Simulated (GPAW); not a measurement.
Write an ASE script for GPAW 26.7.0 that does the following.

```
Task                : single point
Functional          : PBE
Potentials or basis : GPAW PAW data sets (gpaw-data 1.2.1)
Cutoff              : 800 eV
Basis               : pw
k mesh              : 7 × 7 × 4
Occupations         : fermi-dirac, width 0.05 eV
Spin                : no spin polarisation
Maxiter             : 150
```

N:

```
N
1.0
     4.16723    0.00000    0.00000
    -2.08362    3.60893    0.00000
     0.00000    0.00000    7.00600
N
4
Direct
  0.66138 0.32879 0.66644
  0.67056 0.32840 0.82693
  0.34034 0.67106 0.16933
  0.32714 0.64640 0.32778
```

The cell isn't the ideal one: atoms moved at random, drawn with an rms of 0.05 Å.

The input as run:

run.py

```python
from ase import Atoms
from ase.dft.bandgap import bandgap
from ase.io import write
from ase.units import GPa
from gpaw import GPAW, PW

atoms = Atoms(['N', 'N', 'N', 'N'],
              cell=[[4.1672328106, 0.0, 0.0],
                    [-2.0836164053, 3.6089294775, 0.0],
                    [0.0, 0.0, 7.00600351]],
              scaled_positions=[[0.661382, 0.328787, 0.666444],
                                [0.670563, 0.328404, 0.826928],
                                [0.340336, 0.671057, 0.16933],
                                [0.327136, 0.646401, 0.327779]],
              pbc=True)

calc = GPAW(mode=PW(800),
            xc='PBE',
            kpts={'size': (7, 7, 4), 'gamma': True},
            occupations={'name': 'fermi-dirac', 'width': 0.05},
            nbands=21,
            convergence={'density': 1e-05, 'energy': 1e-05},
            maxiter=150,
            txt='gpaw.txt')
atoms.calc = calc
energy = atoms.get_potential_energy()
forces = atoms.get_forces()
stress = atoms.get_stress()
calc.write('gs.gpw')
write('result.traj', atoms)
print(f'Energy: {energy:.6f} eV')
print('Forces (eV/A):')
print(forces.round(4))
print('Stress (GPa):', (stress / GPa).round(3))
print('Fermi level:', round(calc.get_fermi_level(), 4), 'eV')
print(f'Gap: {bandgap(calc)[0]:.4f} eV, direct: {bandgap(calc, direct=True)[0]:.4f} eV')
```

Potentials or basis: GPAW PAW data sets (gpaw-data 1.2.1), pw.

Run with:

```console
$ OMP_NUM_THREADS=1 python run.py
```

It gave:

The pressure is -2.8 GPa and the largest force is 3.004 eV/Å. The band gap on the k mesh is 6.92 eV, indirect (least direct gap 7.19 eV).

Caveat: an odd mesh through Γ misses points on the zone boundary, where band edges often lie.

Wall time 3.7 min on 1 thread of Arm Neoverse V1 (shared host), peak memory 0.46 GiB.
